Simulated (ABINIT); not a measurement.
# HfC (Fm-3m) in ABINIT: a series of runs, part 2 of 2

ABINIT 10.8.3 (patched build). The steps go on from the part before.

## 4. Equation of state, PBE

run.abi

```
# Datasets: one volume each
ndtset 7
getwfk -1
scalecart1 3*0.9795861087
scalecart2 3*0.9864848297
scalecart3 3*0.9932883884
scalecart4 3*1.0000000000
scalecart5 3*1.0066227096
scalecart6 3*1.0131594038
scalecart7 3*1.0196128224

# Pseudopotentials
pp_dirpath "./"
pseudos "Hf.GGA_PBE-JTH.xml, C.GGA_PBE-JTH.xml"

# Structure
acell 3.2880465325 3.2880465325 3.2880465325 Angstrom
rprim
     0.0000000000     0.7071067812     0.7071067812
     0.7071067812     0.0000000000     0.7071067812
     0.7071067812     0.7071067812     0.0000000000
ntypat 2
znucl 72 6
natom 2
typat 1 2
xred
     0.5000000000     0.5000000000     0.5000000000
     0.0000000000     0.0000000000     0.0000000000

# Plane-wave basis
ecut 517.016339 eV
pawecutdg 38.0

# k points
kptopt 1
ngkpt 10 10 10
nshiftk 1
shiftk 0.0 0.0 0.0

# Exchange and correlation
ixc 11

# Bands and occupations
nband 12
occopt 3
tsmear 0.00183747

# SCF cycle
nstep 100
tolvrs 1.0e-9

# Output
iomode 3
prtwf 1
prtden 0
prteig 0
prtebands 0
```

Potentials or basis: JTH PAW PBE v2.0.

On the command line:

```console
> abinit run.abi > log 2>&1
```

run.abo:

```text
.Version 10.8.3 of ABINIT
 DATASET    1 : space group Fm -3 m (#225); Bravais cF (face-center cubic)
================================================================================
 Values of the parameters that define the memory need for DATASET  1.
     intxc =       0    ionmov =       0      iscf =      17    lmnmax =      18
     lnmax =       6     mgfft =      24  mpssoang =       3    mqgrid =    3001
     natom =       2  nloc_mem =       2    nspden =       1   nspinor =       1
    nsppol =       1      nsym =      48    n1xccc =       1    ntypat =       2
    occopt =       3   xclevel =       2
       mpw =         642          nfft =       13824          nkpt =          47
 PAW method is used; the additional fine FFT grid is defined by:
   mgfftf=        36    nfftf =     46656
================================================================================
================================================================================
[... 71 lines left out ...]
 DATASET    7 : space group Fm -3 m (#225); Bravais cF (face-center cubic)
================================================================================
 Values of the parameters that define the memory need for DATASET  7.
     intxc =       0    ionmov =       0      iscf =      17    lmnmax =      18
     lnmax =       6     mgfft =      27  mpssoang =       3    mqgrid =    3001
     natom =       2  nloc_mem =       2    nspden =       1   nspinor =       1
    nsppol =       1      nsym =      48    n1xccc =       1    ntypat =       2
    occopt =       3   xclevel =       2
       mpw =         728          nfft =       19683          nkpt =          47
 PAW method is used; the additional fine FFT grid is defined by:
   mgfftf=        36    nfftf =     46656
================================================================================
================================================================================

--------------------------------------------------------------------------------
------------- Echo of variables that govern the present computation ------------
--------------------------------------------------------------------------------
 -outvars: echo values of preprocessed input variables --------
            acell      6.2135074357E+00  6.2135074357E+00  6.2135074357E+00 Bohr
              amu      1.78490000E+02  1.20110000E+01
             ecut      1.90000000E+01 Hartree
           getwfk          -1
              ixc          11
           jdtset        1    2    3    4    5    6    7
         kptrlatt       10    0    0      0   10    0      0    0   10
[... 146 lines left out ...]
 Spheres core radius: rc_sph= 1.50736703
 Shapefunction is SIN type: shapef(r)=[sin(pi*r/rshp)/(pi*r/rshp)]**2
 Radius for shape functions =  1.30052589
 Compensation charge density is not taken into account in XC energy/potential

   1.55524723E+03                                ecore*ucvol(ha*bohr**3)
--------------------------------------------------------------------------------

[... 1235 lines left out ...]
-Cartesian components of stress tensor (GPa)         [Pressure= -1.2365E+01 GPa]
- sigma(1 1)=  1.23650170E+01  sigma(3 2)=  0.00000000E+00
- sigma(2 2)=  1.23650170E+01  sigma(3 1)=  0.00000000E+00
- sigma(3 3)=  1.23650170E+01  sigma(2 1)=  0.00000000E+00

== END DATASET(S) ==============================================================
================================================================================

 -outvars: echo values of variables after computation  --------
            acell      6.2135074357E+00  6.2135074357E+00  6.2135074357E+00 Bohr
           etotal1    -5.5848479254E+01
           etotal2    -5.5850067401E+01
           etotal3    -5.5850997237E+01
           etotal4    -5.5851303684E+01
           etotal5    -5.5851061872E+01
           etotal6    -5.5850311150E+01
           etotal7    -5.5849123873E+01
            fcart1    -0.0000000000E+00 -0.0000000000E+00 -0.0000000000E+00
                      -0.0000000000E+00 -0.0000000000E+00 -0.0000000000E+00
            fcart2    -0.0000000000E+00 -0.0000000000E+00 -0.0000000000E+00
                      -0.0000000000E+00 -0.0000000000E+00 -0.0000000000E+00
            fcart3    -0.0000000000E+00 -0.0000000000E+00 -0.0000000000E+00
                      -0.0000000000E+00 -0.0000000000E+00 -0.0000000000E+00
            fcart4    -0.0000000000E+00 -0.0000000000E+00 -0.0000000000E+00
                      -0.0000000000E+00 -0.0000000000E+00 -0.0000000000E+00
            fcart5    -0.0000000000E+00 -0.0000000000E+00 -0.0000000000E+00
                      -0.0000000000E+00 -0.0000000000E+00 -0.0000000000E+00
[... 38 lines left out ...]
                       0.0000000000E+00  0.0000000000E+00  0.0000000000E+00
           xangst1     2.2775377028E+00  2.2775377028E+00  2.2775377028E+00
                       0.0000000000E+00  0.0000000000E+00  0.0000000000E+00
           xangst2     2.2935772291E+00  2.2935772291E+00  2.2935772291E+00
                       0.0000000000E+00  0.0000000000E+00  0.0000000000E+00
           xangst3     2.3093955031E+00  2.3093955031E+00  2.3093955031E+00
                       0.0000000000E+00  0.0000000000E+00  0.0000000000E+00
           xangst4     2.3250000000E+00  2.3250000000E+00  2.3250000000E+00
                       0.0000000000E+00  0.0000000000E+00  0.0000000000E+00
           xangst5     2.3403977999E+00  2.3403977999E+00  2.3403977999E+00
                       0.0000000000E+00  0.0000000000E+00  0.0000000000E+00
           xangst6     2.3555956139E+00  2.3555956139E+00  2.3555956139E+00
                       0.0000000000E+00  0.0000000000E+00  0.0000000000E+00
           xangst7     2.3705998121E+00  2.3705998121E+00  2.3705998121E+00
                       0.0000000000E+00  0.0000000000E+00  0.0000000000E+00
             xred      5.0000000000E-01  5.0000000000E-01  5.0000000000E-01
                       0.0000000000E+00  0.0000000000E+00  0.0000000000E+00
 Calculation completed.
```

Wall time 78 s (1 thread of Arm Neoverse V1, shared host); peak memory 0.15 GiB.

Results:

* Equilibrium volume: 12.58 Å³/atom
* Bulk modulus: 238 GPa
* Pressure derivative of the bulk modulus: 4.0 (rough: it moves with the points fitted)

Energy against volume, from the lowest point:
```tsv
volume (Å³/atom)	energy (meV/atom)
11.814	38.43
12.065	16.82
12.317	4.17
12.568	0.00
12.819	3.29
13.071	13.50
13.322	29.66
```

Caveat: pressures at fixed basis lie under the slope of the energies. The run has no spin-orbit coupling, so splittings on Hf are missing.

## 5. Band structure, RPBE, spin-orbit coupling, no magnetisation

run.abi

```
ndtset 2

pp_dirpath "./"
pseudos "Hf.GGA_PBE-JTH.xml, C.GGA_PBE-JTH.xml"

acell 6.2135074315 6.2135074315 6.2135074315
rprim
     0.0000000000     0.7071067812     0.7071067812
     0.7071067812     0.0000000000     0.7071067812
     0.7071067812     0.7071067812     0.0000000000
ntypat 2
znucl 72 6
natom 2
typat 1 2
xred
     0.5000000000     0.5000000000     0.5000000000
     0.0000000000     0.0000000000     0.0000000000

ecut 19.0
pawecutdg 38.0

ixc 15

occopt 3
tsmear 0.00183747

nspinor 2
nspden 1
pawspnorb 1

nstep 100

iomode 3
prtwf 0
prteig 0
prtebands 0
enunit 1
prtden1 1

kptopt1 4
ngkpt1 10 10 10
nshiftk1 1
shiftk1 0.0 0.0 0.0
nband1 24
tolvrs1 1.0e-9

iscf2 -2
getden2 1
nband2 36
nbdbuf2 8
tolwfr2 1.0e-11
kptopt2 -9
ndivsm2 6
prteig2 1
prtvol2 -3
kptbounds2
     0.0000000000     0.0000000000     0.0000000000
     0.5000000000     0.0000000000     0.5000000000
     0.5000000000     0.2500000000     0.7500000000
     0.3750000000     0.3750000000     0.7500000000
     0.0000000000     0.0000000000     0.0000000000
     0.5000000000     0.5000000000     0.5000000000
     0.6250000000     0.2500000000     0.6250000000
     0.5000000000     0.2500000000     0.7500000000
     0.5000000000     0.5000000000     0.5000000000
     0.3750000000     0.3750000000     0.7500000000
```

On the command line:

```console
> abinit run.abi > log 2>&1
```

Run time: 2.9 min. Hardware: 1 thread of Arm Neoverse V1, shared host; peak memory 0.17 GiB.

It converged, with:

| Item | Value |
| --- | --- |
| Free energy | -1518.0968 eV |
| Pressure | 3.7 GPa |
| Band gap on the k mesh | none (metal or under the smearing width) |
| Valence electrons inside the program's atomic spheres | Hf 9.59; C 2.43 |

Levels at the corners of the path, in eV from the Fermi level:
```csv
point,band 12,band 13,band 14,band 15,band 16,band 17,band 18,band 19,band 20,band 21
Γ,0.82,1.01,1.01,1.01,1.01,1.26,1.26,1.26,1.26,1.55
X,-2.71,-1.81,-1.81,-0.28,-0.28,0.05,0.05,5.25,5.25,6.51
W,-3.05,-3.00,-3.00,-2.49,-2.49,3.60,3.60,3.68,3.68,6.69
K,-3.61,-2.75,-2.75,-1.66,-1.66,1.54,1.54,5.70,5.70,6.18
Γ,0.82,1.01,1.01,1.01,1.01,1.26,1.26,1.26,1.26,1.55
L,-6.19,-3.08,-3.08,-2.99,-2.99,5.25,5.25,5.26,5.26,5.86
U,-3.61,-2.75,-2.75,-1.66,-1.66,1.54,1.54,5.70,5.70,6.18
W,-3.05,-3.00,-3.00,-2.49,-2.49,3.60,3.60,3.68,3.68,6.69
L,-6.19,-3.08,-3.08,-2.99,-2.99,5.25,5.25,5.26,5.26,5.86
K,-3.61,-2.75,-2.75,-1.66,-1.66,1.54,1.54,5.70,5.70,6.18
```

Caveat: the PAW data sets were made with another functional, which shifts forces and pressure a little.

## 6. The runs side by side

| task | level | spin | gap on the mesh (eV) | pressure (GPa) |
| --- | --- | --- | --- | --- |
| band structure | PBEsol | SOC, no magnetisation | none | -6.7 |
| band structure | PBE | off | none | 0.0 |
| equation of state | PBE | off | - | - |
| band structure | RPBE | SOC, no magnetisation | none | 3.7 |

Alike in all rows: potentials or basis JTH PAW PBE v2.0; cell as given; k mesh 10 × 10 × 10; cutoff (eV) 517; smearing fermi-dirac 0.05 eV.

The pressure there spans -6.7 GPa (PBEsol) to 3.7 GPa (RPBE); a positive pressure means that this level wants a larger cell, a negative one a smaller.

Caveats: the PAW data sets were made with another functional, which shifts forces and pressure a little (some runs); spin-orbit coupling is left out, which moves the levels of the heavy elements (some runs); pressures at fixed basis lie under the slope of the energies (some runs).

Absolute energies hang on the potentials; compare differences alone.
